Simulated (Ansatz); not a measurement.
**AlP (F-43m): how far a G0W0 gap depends on its settings**

How well converged is a G0W0 gap of zincblende AlP?

Code: Ansatz 0.2.0. G0W0, plane waves. Calculated at 0 K for a non-magnetic cell.

2 further runs of the same task are left out: 1 for a known fault of the program, 1 that didn't finish.

## Step 1: The structure to begin with

The cell was relaxed beforehand with r2SCAN.

The symmetry is F-43m (No. 216, cubic); a = 5.479 Å in the conventional setting, 20.55 Å³ an atom. Around Al lie 4 P at 2.37 Å; around P lie 4 Al at 2.37 Å.

Structure file:

```
CELL_PARAMETERS angstrom
0.00000 2.73926 2.73926
2.73926 0.00000 2.73926
2.73926 2.73926 0.00000
ATOMIC_POSITIONS crystal
Al 0.00000 0.00000 0.00000
P 0.25000 0.25000 0.25000
```

## Step 2: From LDA, 60 empty bands, 80 eV, q_mesh [1, 1, 1]

The input, input.yaml:

```yaml
crystal:
  lattice:
    - [0.0, 2.7392572093, 2.7392572093]
    - [2.7392572093, 0.0, 2.7392572093]
    - [2.7392572093, 2.7392572093, 0.0]
  atoms:
    - { symbol: Al, position: [0.0, 0.0, 0.0] }
    - { symbol: P, position: [0.25, 0.25, 0.25] }
kpoints:
  mp_grid: { grid: [4, 4, 4] }
hamiltonian:
  xc: lda
scf:
  occupations: { method: fixed }
gw:
  n_empty_bands: 60
  ecut_chi: 80
  qp_bands: [v1, c1]
  qp_kpoints: band_edges
  screening: { model: contour_deformation }
  q_mesh: [1, 1, 1]
```

On the command line:

```bash
$ ansatz run input.yaml --threads 4 --pin off --max-ram 3686MiB --backend cpu --events-out ev --progress --plain --runs-dir out
```

## Step 3: From LDA, 60 empty bands, 80 eV

input.yaml: that of step 2 with these lines changed.

```diff
@@ -19,3 +19,2 @@
   qp_kpoints: band_edges
-  screening: { model: contour_deformation }
-  q_mesh: [1, 1, 1]
+  screening: { model: godby_needs }
```

## Step 4: From PBE, 2 empty bands, 80 eV

input.yaml: that of step 3 with these lines changed.

```diff
@@ -11,3 +11,3 @@
 hamiltonian:
-  xc: lda
+  xc: pbe
 scf:
@@ -15,3 +15,3 @@
 gw:
-  n_empty_bands: 60
+  n_empty_bands: 2
   ecut_chi: 80
@@ -19,2 +19,2 @@
   qp_kpoints: band_edges
-  screening: { model: godby_needs }
+  screening: { model: contour_deformation }
```

Before running it: what results should come out? Wanted: for each run, start; potentials; frequencies; empty bands; cutoff; Kohn-Sham gap; G0W0 gap.

**Answer**, as computed:

| start | potentials | frequencies | empty bands | cutoff (eV) | mesh | Kohn-Sham gap (eV) | G0W0 gap (eV) |
| --- | --- | --- | --- | --- | --- | --- | --- |
| LDA | PAW | full | 60 | 80 | 4×4×4 | 1.43 | 1.86 |
| LDA | PAW | pole | 60 | 80 | 4×4×4 | 1.43 | 2.06 |

Gaps are those on each run's own mesh. Runs that failed or were set aside have no row.

**Reading.** Over the runs in the table the G0W0 gap on the mesh spans 1.86 to 2.06 eV, and the shift from the starting levels +0.43 to +0.63 eV; where more than one setting differs between two runs, no single one explains their difference. G0W0 values are finite-basis, finite-mesh values.
